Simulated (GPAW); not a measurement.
Runs of GPAW 26.7.0 on KI. It takes space group Fm-3m (No. 225, cubic). Conventional cell: a = 7.066 Å, b = 7.066 Å, c = 7.066 Å, α = 90.00°, β = 90.00°, γ = 90.00°. I (site symmetry m-3m) is surrounded by 6 K at 3.53 Å. K (site symmetry m-3m) has 6 I at 3.53 Å as nearest neighbours. 

```tsv
task	level	potentials or basis	spin	cell	k mesh	cutoff (eV)	smearing	maxiter	convergence	optimizer	fmax	max steps	gap on the mesh (eV)	pressure (GPa)	relaxed volume (Å³/atom)
single point	PBE	GPAW PAW data sets (gpaw-data 1.2.1), pw	off	as given	5 × 5 × 5	450	fermi-dirac 0.05 eV	120	default	-	-	-	3.98	0.4	-
relaxation of cell and atoms	PBEsol+D3(BJ)+ATM	PAW data sets generated in the run's folder for this functional, pw	off	relaxed	7 × 7 × 7	600	fermi-dirac 0.05 eV	150	density=1e-05 forces=0.0001	BFGS	0.02 eV/Å	60	4.03	0.0	(a)
band structure	PBEsol	PAW data sets generated in the run's folder for this functional, pw	off	as given	7 × 7 × 7	600	fermi-dirac 0.05 eV	150	-	-	-	-	3.83	-0.3	-
dielectric tensor	PBE	GPAW PAW data sets (gpaw-data 1.2.1), pw	off	as given	5 × 5 × 5	450	fermi-dirac 0.001 eV	150	-	-	-	-	3.98	-	-
relaxation of cell and atoms	PBEsol+D4	PAW data sets generated in the run's folder for this functional, pw	off	relaxed	7 × 7 × 7	600	fermi-dirac 0.05 eV	150	density=1e-05 forces=0.0001	BFGS	0.02 eV/Å	60	3.96	0.1	(b)
band structure	PBEsol	PAW data sets generated in the run's folder for this functional, pw	SOC, no magnetisation	as given	7 × 7 × 7	600	fermi-dirac 0.05 eV	150	-	-	-	-	3.45	-0.3	-
relaxation of cell and atoms	PBEsol+D3(BJ)	PAW data sets generated in the run's folder for this functional, pw	off	relaxed	7 × 7 × 7	600	fermi-dirac 0.05 eV	150	density=1e-05 forces=0.0001	BFGS	0.02 eV/Å	60	(d)	0.0	40.05
relaxation of cell and atoms	PBEsol	PAW data sets generated in the run's folder for this functional, pw	off	relaxed	7 × 7 × 7	600	fermi-dirac 0.05 eV	150	density=1e-05 forces=0.0001	BFGS	0.02 eV/Å	60	3.89	0.0	42.92
relaxation of cell and atoms	PBEsol+D3	PAW data sets generated in the run's folder for this functional, pw	off	relaxed	7 × 7 × 7	600	fermi-dirac 0.05 eV	150	density=1e-05 forces=0.0001	BFGS	0.02 eV/Å	60	3.96	0.0	(c)
single point	TB-mBJ	GPAW PAW data sets for LDA (gpaw-data 1.2.1), pw	off	as given	8 × 8 × 8	600	fermi-dirac 0.05 eV	150	-	-	-	-	5.87	-	-
```

Q: Estimate the missing entries.

A: (a) 40.27; (b) 41.49; (c) 41.50; (d) 4.05.

Caveats: spin-orbit coupling is left out, which moves the levels of the heavy elements (some runs); later steps reuse the first step's grids (some runs); the cutoff is short for stress and forces, so pressures can be off by a GPa or more (some runs); the long-wavelength limit can be off by a per cent or two (some runs); an odd mesh through Γ misses points on the zone boundary, where band edges often lie (some runs); spin-orbit coupling was added after a scalar SCF, so levels and gaps hold it while energy, forces, pressure and moments don't (some runs); this program's spin-orbit splittings come out too wide for heavy elements (some runs).

A k mesh can miss the band edges, and rows without SOC leave out spin-orbit coupling on I.
